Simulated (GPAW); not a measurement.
Write an ASE script for GPAW 26.7.0 that does the following.

```yaml
Task: relaxation of cell and atoms
Functional: RPBE
Dispersion: D4
Potentials_or_basis: the program's PAW data sets (release 1.2.1) made for this functional
Cutoff: 600 eV
Basis: pw
k_mesh: 11 × 11 × 11
Occupations: fermi-dirac, width 0.05 eV
Spin: no spin polarisation
Maxiter: 150
Optimizer: BFGS
Fmax: 0.02 eV/Å
Max_steps: 40
Convergence: density=1e-05 forces=0.0001
```

The structure of Ta lies in POSCAR:

```
Ta
1.0
   -1.6512800000      1.6512800000      1.6512800000
    1.6512800000     -1.6512800000      1.6512800000
    1.6512800000      1.6512800000     -1.6512800000
Ta
1
Direct
    0.0000000000      0.0000000000      0.0000000000
```

These files were run (other wordings do the same):

run.py

```python
from ase.calculators.mixing import SumCalculator
from ase.filters import FrechetCellFilter
from ase.io import read, write
from ase.optimize import BFGS
from dftd4.ase import DFTD4
from gpaw import GPAW, PW

atoms = read('POSCAR')

calc = GPAW(mode=PW(600),
            xc='RPBE',
            kpts={'size': (11, 11, 11), 'gamma': True},
            occupations={'name': 'fermi-dirac', 'width': 0.05},
            nbands=15,
            convergence={'density': 1e-05, 'forces': 0.0001},
            maxiter=150,
            txt='gpaw.txt')
atoms.calc = SumCalculator([calc, DFTD4(method='rpbe')])
opt = BFGS(FrechetCellFilter(atoms), trajectory='relax.traj', logfile='-')
done = opt.run(fmax=0.02, steps=40)
calc.write('gs.gpw')
write('result.traj', atoms)
print('Converged:', done)
print('Cell:', atoms.cell.cellpar().round(4))
print('Volume:', round(atoms.get_volume(), 4))
print(atoms.get_scaled_positions().round(5))
```

Potentials or basis: the program's PAW data sets (release 1.2.1) made for this functional, pw.

Run with:

```console
$ OMP_NUM_THREADS=1 python run.py
```

Results of the run:

The relaxed volume is 18.18 Å³/atom. The relaxed cell is a = 2.869 Å, b = 2.869 Å, c = 2.869 Å, α = 109.47°, β = 109.47°, γ = 109.47° and the space group after relaxing (to 0.05 Å) is Im-3m (No. 229). The energy gained by relaxing is 0.8 meV/atom. The ionic steps are 2, the pressure after relaxing is 0.1 GPa and the band gap on the k mesh is none (metal or under the smearing width). The dispersion energy per atom is -0.514 eV.

Caveat: later steps reuse the first step's grids; pairwise dispersion overbinds metals, which lowers pressure and volume.

Run time: 24 s on 1 thread of Arm Neoverse V1, on a shared host, peak memory 0.15 GiB.
